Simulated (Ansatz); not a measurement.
Here is an Ansatz 0.2.0 calculation.

The input input.yaml:

```yaml
crystal:
  lattice:
    - [0.0, 1.813001, 1.813001]
    - [1.813001, 0.0, 1.813001]
    - [1.813001, 1.813001, 0.0]
  atoms:
    - { symbol: "N", position: [0.25, 0.25, 0.25] }
    - { symbol: B, position: [0.0, 0.0, 0.0] }
kpoints:
  mp_grid: { grid: [5, 5, 5] }
scf:
  occupations: { method: fermi_dirac, width: 0.04 }
hamiltonian:
  xc: pbe
  pseudopotentials: { kind: all_electron, lapw: { basis_error: 0.002 } }
output:
  forces: true
  stress: true
  eigenvalues: true
```

Potentials or basis: all-electron LAPW, scalar-relativistic.

Launch:

```bash
$ ansatz run input.yaml --threads 1 --pin off --max-ram 3072MiB --backend cpu --events-out ev --progress --plain --runs-dir out
```

What does it give for the pressure?

-0.3 GPa.

Estimate the band gap on the k mesh.

4.93 eV, indirect (least direct gap 8.78 eV).

Caveat: the k mesh is coarse (spacing up to 0.60 Å⁻¹), so the values aren't converged; an odd mesh through Γ misses points on the zone boundary, where band edges often lie. Expect the measured gap to be larger: semilocal functionals such as PBE lack the derivative discontinuity.
